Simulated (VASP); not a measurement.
# GaSb (F-43m) in VASP: a series of runs, part 2 of 2

VASP 6.6.1.

## Step 5: Single point, r2SCAN

This run uses another cell than the first one, of 26.91 Å³/atom, 0.940 times its volume.

Contents of POSCAR:

```
GaSb
1.0
    0.0000000000      2.9965539066      2.9965539066
    2.9965539066      0.0000000000      2.9965539066
    2.9965539066      2.9965539066      0.0000000000
Sb Ga
1 1
Direct
    0.7500000000      0.7500000000      0.7500000000
    0.0000000000      0.0000000000      0.0000000000
```

Contents of INCAR.step1:

```
SYSTEM = GaSb
PREC = Accurate ; ENCUT = 520
ISMEAR = -1 ; SIGMA = 0.05
LREAL = .FALSE. ; LASPH = .TRUE.
NELM = 60 ; NBANDS = 16
GGA = PE ; ALGO = Normal
EDIFF = 1E-4 ; LWAVE = .TRUE.
LCHARG = .FALSE.
```

Contents of INCAR.step2:

```
SYSTEM = GaSb
PREC = Accurate ; ENCUT = 520
EDIFF = 1E-7 ; ISMEAR = -1
SIGMA = 0.05 ; LREAL = .FALSE.
LASPH = .TRUE. ; NELM = 60
ALGO = Normal ; ISIF = 2
LWAVE = .FALSE. ; LCHARG = .TRUE.
METAGGA = R2SCAN ; LMIXTAU = .TRUE.
LELF = .TRUE. ; LVHAR = .TRUE.
NBANDS = 16 ; ISTART = 1
```

Contents of KPOINTS:

```
regular mesh
0
G
  8 8 8
  0 0 0
```

Potentials or basis: VASP PAW PBE potentials, release 64 (Sb, Ga_d).

The run is started by

```bash
> cat potpaw_PBE.64/Sb/POTCAR potpaw_PBE.64/Ga_d/POTCAR > POTCAR
> cp INCAR.step1 INCAR
> mpirun -np 1 vasp_std > vasp.out
> cp INCAR.step2 INCAR
> mpirun -np 1 vasp_std > vasp.out
```

OUTCAR:

```text
SYSTEM = GaSb
   PREC = Accurate
   ENCUT = 520
   EDIFF = 1E-7
   ISMEAR = -1
   LREAL = .FALSE.
   LASPH = .TRUE.
   NELM = 60
   ISIF = 2
   METAGGA = R2SCAN
   ISTART = 1

 ion  position               nearest neighbor table
   1  0.750  0.750  0.750-   2 2.60   2 2.60   2 2.60   2 2.60
   2  0.000  0.000  0.000-   1 2.60   1 2.60   1 2.60   1 2.60

  LATTYP: Found a face centered cubic cell.
 ALAT       =     5.9931078132

  Lattice vectors:

 A1 = (   0.0000000000,   2.9965539066,   2.9965539066)
 A2 = (   2.9965539066,   0.0000000000,   2.9965539066)
 A3 = (   2.9965539066,   2.9965539066,   0.0000000000)

Analysis of symmetry for initial positions (statically):
=====================================================================
 Subroutine PRICEL returns:
 Original cell was already a primitive cell.

 Routine SETGRP: Setting up the symmetry group for a
 face centered cubic supercell.

 Subroutine GETGRP returns: Found 24 space group operations
 (whereof 24 operations were pure point group operations)
 out of a pool of 48 trial point group operations.
[... 155 lines left out ...]
  ---------------------------------------------------
  ext. energy  EPLUGINS =         0.00000000
  ---------------------------------------------------
  free energy    TOTEN  =       -37.55005480 eV

  energy without entropy =      -37.55005112  energy(sigma->0) =      -37.55005296

 E-fermi :   5.7526     XC(G=0): -10.0118

 val. band max:        5.3501032666   @ k =   0.0000   0.0000   0.0000
 cond. band min:       6.1817878676   @ k =   0.5000   0.0000   0.0000
 fundamental gap:      0.8316846009
 Fermi energy:         5.7526193840

 k-point     1 :       0.0000    0.0000    0.0000
  band No.  band energies     occupation
      1     -10.2828      2.00000
      2     -10.2828      2.00000
      3     -10.2827      2.00000
      4     -10.2150      2.00000
      5     -10.2150      2.00000
      6      -7.0497      2.00000
[... 433 lines left out ...]
      3     -10.2599      2.00000
      4     -10.2194      2.00000
      5     -10.2150      2.00000
      6      -4.7457      2.00000
[... 8 lines left out ...]
     15      15.7145      0.00000
     16      16.4269      0.00000

 [... further k-points ...]
[... 5 lines left out ...]
  --------------------------------------------------------------------------------------
  -------------------------------------------------------------------------------------
  Total        1.4937994      1.4937994      1.4937994     -0.0000000      0.0000000     -0.0000000
  in kB       44.4740392     44.4740392     44.4740392     -0.0000000      0.0000000     -0.0000000
  external PRESSURE =      44.4740392 kB  Pullay stress =       0.0000000 kB

 VOLUME and BASIS-vectors are now :
 -----------------------------------------------------------------------------
  energy-cutoff  :      520.00
  volume of cell :       53.81
      direct lattice vectors                 reciprocal lattice vectors
     0.000000000  2.996553907  2.996553907    -0.166858336  0.166858336  0.166858336
     2.996553907  0.000000000  2.996553907     0.166858336 -0.166858336  0.166858336
     2.996553907  2.996553907  0.000000000     0.166858336  0.166858336 -0.166858336

 POSITION                                       TOTAL-FORCE (eV/Angst)
 -----------------------------------------------------------------------------------
      4.49483      4.49483      4.49483         0.000000     -0.000000      0.000000
      0.00000      0.00000      0.00000        -0.000000      0.000000     -0.000000
 -----------------------------------------------------------------------------------
    total drift:                                0.000001      0.000001      0.000002

  FREE ENERGIE OF THE ION-ELECTRON SYSTEM (eV)
  ---------------------------------------------------
  free  energy   TOTEN  =       -37.5500547951 eV

  energy  without entropy=      -37.5500511173  energy(sigma->0) =      -37.55005296
```

OSZICAR.step1:

```text
N       E                     dE             d eps       ncg     rms          rms(c)
DAV:   1     0.848754585120E+02    0.84875E+02   -0.85844E+03   952   0.141E+03
DAV:   2    -0.547345551591E+00   -0.85423E+02   -0.82375E+02  1064   0.308E+02
DAV:   3    -0.720509555929E+01   -0.66578E+01   -0.66428E+01  1088   0.670E+01
DAV:   4    -0.731674753756E+01   -0.11165E+00   -0.11164E+00  1168   0.971E+00
DAV:   5    -0.731946809921E+01   -0.27206E-02   -0.27205E-02  1192   0.135E+00    0.344E+00
DAV:   6    -0.726951946063E+01    0.49949E-01   -0.63345E-02  1360   0.407E+00    0.208E+00
DAV:   7    -0.725312825760E+01    0.16391E-01   -0.44546E-02  1064   0.171E+00    0.354E-01
DAV:   8    -0.725411344363E+01   -0.98519E-03   -0.44937E-03  1200   0.786E-01    0.103E-01
DAV:   9    -0.725459544858E+01   -0.48200E-03   -0.73262E-04  1072   0.199E-01    0.388E-02
DAV:  10    -0.725459923140E+01   -0.37828E-05   -0.24027E-05   912   0.361E-02
   1 F= -.72545992E+01 E0= -.72545708E+01  d E =-.567825E-04
```

It took 58 s on 1 thread of AMD EPYC 9R45 (Zen 5), shared host; peak memory 0.16 GiB.

Results:

| Quantity | Value |
| --- | --- |
| Free energy | -37.5501 eV |
| Pressure | 4.4 GPa |
| Band gap on the k mesh | 0.83 eV, indirect (least direct gap 0.93 eV) |

Levels at points of the mesh, in eV from the valence-band top:
```csv
k point,band 7,band 8,band 9,band 10,band 11,band 12
"(0.00, 0.00, 0.00)",0.00,0.00,0.00,0.93,2.95,2.95
"(0.50, 0.00, 0.00)",-6.92,-1.32,-1.32,0.83,4.00,4.00
"(0.50, 0.50, 0.00)",-7.36,-2.93,-2.93,1.04,1.36,9.69
```

Caveat: the PAW data sets were made with another functional, which shifts forces and pressure a little; spin-orbit coupling is left out, which moves the levels of the heavy elements. A k mesh can miss the band edges.

## Step 6: Overview

```csv
level,cell,k mesh,gap on the mesh (eV),pressure (GPa)
revPBE+D3(BJ),"a = 4.326 Å, angles 60.0°, 2 atoms",8 × 8 × 8,0.11,-0.4
PBE,"a = 4.326 Å, angles 60.0°, 2 atoms",4 × 4 × 4,-,3.0
PBE exchange alone,"a = 4.683 Å, angles 60.0°, 2 atoms",8 × 8 × 8,none,0.1
r2SCAN,"a = 4.238 Å, angles 60.0°, 2 atoms",8 × 8 × 8,0.83,4.4
```

Alike in all rows: task single point; potentials or basis VASP PAW PBE potentials, release 64 (Sb, Ga_d); no spin polarisation; cutoff (eV) 520; smearing fermi-dirac 0.05 eV.

Caveats: some runs use coarse meshes; spin-orbit coupling is left out, which moves the levels of the heavy elements; the PAW data sets were made with another functional, which shifts forces and pressure a little (some runs).

Absolute energies hang on the potentials; compare differences alone.

## Step 7: Against experiment

Step 2. Measured gap of GaSb: 0.811 eV (direct; 4.2 K; a printed reference work, data compilation). This calculation gives 0.11 eV (-0.70 eV). Spin-orbit coupling on Ga, Sb is left out. The value is that of revPBE+D3(BJ) on a finite k mesh, which can miss the band edges, without temperature or zero-point motion. Semilocal functionals fall short of measured gaps as a rule.

Step 4. Measured gap of GaSb: 0.811 eV (direct; 4.2 K; a printed reference work, data compilation). This calculation gives 0.00 eV (-0.81 eV). Spin-orbit coupling on Ga, Sb is left out. The value is that of PBE exchange alone on a finite k mesh, which can miss the band edges, without temperature or zero-point motion.
